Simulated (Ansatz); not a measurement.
# Co: the cost of one run

Computed with Ansatz 0.2.0 (DFT PBE, PAW, plane waves, scalar-relativistic, unless a step's input says otherwise).

The COD cell was measured well above room temperature, so it is larger than a cold one.

**1. Starting point**

It takes space group Fm-3m (No. 225, cubic). The conventional cell has a = 3.569 Å, b = 3.569 Å, c = 3.569 Å, α = 90.00°, β = 90.00°, γ = 90.00°. Around Co (site symmetry m-3m) lie 12 Co at 2.52 Å.

Structure file:

```xyz
2
Lattice="0.0000 1.7844 1.7844 3.5688 0.0000 3.5688 1.7844 1.7844 0.0000" Properties=species:S:1:pos:R:3 pbc="T T T"
Co    0.0000    0.0000    0.0000
Co    1.7844    0.0000    1.7844
```

Labels such as Co2 number the atoms in the order of the input file.

Planned first: parallel moments, plain SCF; opposed moments +-, plain SCF; no spin polarisation; spin on, no moments given (the program may seed its own), plain SCF. What is tried next depends on their ends.

A plain SCF has the search for lower states switched off and ends at the first converged state. Ends within 0.2 meV/atom and 0.1 μB count as one state.

Moments by site are taken inside atomic spheres; the rest lies between them.

**2. Parallel moments, plain SCF**

File input.yaml:

```yaml
crystal:
  lattice:
    - [0.0, 1.7844, 1.7844]
    - [3.5688, 0.0, 3.5688]
    - [1.7844, 1.7844, 0.0]
  atoms:
    - { symbol: Co, position: [0.0, 0.0, 0.0], spin: 3.0 }
    - { symbol: Co, position: [0.0, 0.5, 0.0], spin: 3.0 }
magnetization:
  spin_polarized: true
hamiltonian:
  xc: pbe
  pseudopotentials: { kind: paw }
basis:
  ecutwfc: 420
kpoints:
  mp_grid: { grid: [13, 7, 13] }
scf:
  occupations: { method: fermi_dirac, width: 0.1 }
  lower_state_search: "off"
output:
  forces: true
  stress: true
```

**Question.** How long does this run take on 2 threads of an x86-64 CPU, shared host, and how much memory does it need?

About 11 s, with a peak of 0.55 GiB.
